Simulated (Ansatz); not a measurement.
# Ru under changes of volume

One of the cells (13.575 Å³/atom); the others are scaled copies at fixed shape and fractional positions:

```xyz
2
Lattice="2.7058 0.0000 0.0000 -1.3529 2.3433 0.0000 0.0000 0.0000 4.2819" Properties=species:S:1:pos:R:3 pbc="T T T"
Ru    1.3529    0.7811    3.2114
Ru    0.0000    1.5622    1.0705
```

- Program: Ansatz 0.2.0
- Functional: HSE06
- Potentials or basis: Ansatz PAW
- Cutoff: 420 eV (not typed: the program's choice for these potentials)
- k mesh: 6 × 6 × 3
- Occupations: fermi-dirac, width 0.05 eV
- Spin: no spin polarisation

| volume (Å³/atom) | energy over the lowest point (meV/atom) | pressure (GPa) |
| --- | --- | --- |
| 12.760 | ? | ? |
| 13.032 | 2.75 | 5.6 |
| 13.303 | 0.00 | -2.0 |
| 13.575 | 9.50 | -8.9 |
| 13.846 | 29.86 | -14.9 |
| 14.118 | 59.82 | -20.2 |
| 14.389 | 98.30 | -25.0 |

**Question.** What does the run at 12.760 Å³/atom give?

**Answer.** Energy over the lowest point 19.28 meV/atom; pressure 14.2 GPa.

Worked out: A Birch-Murnaghan fit of order 3 (a polynomial in V^(-2/3)) to the other rows has its minimum at 13.22 Å³/atom with B0 = V·E''(V) = 364 GPa and B' = 4.8 at fixed shape and positions, which overstates the stiffness. It gives 19.33 meV/atom at 12.760 Å³/atom, against the run's 19.28, and -dE/dV = 14.2 GPa, against 14.2.

Energies are extrapolated to zero smearing.

Caveats: all runs use coarse meshes; the PAW data sets come from PBE, with cores solved anew for the run's functional, which leaves a small shift of forces and pressure; the thresholds are loose for stress.
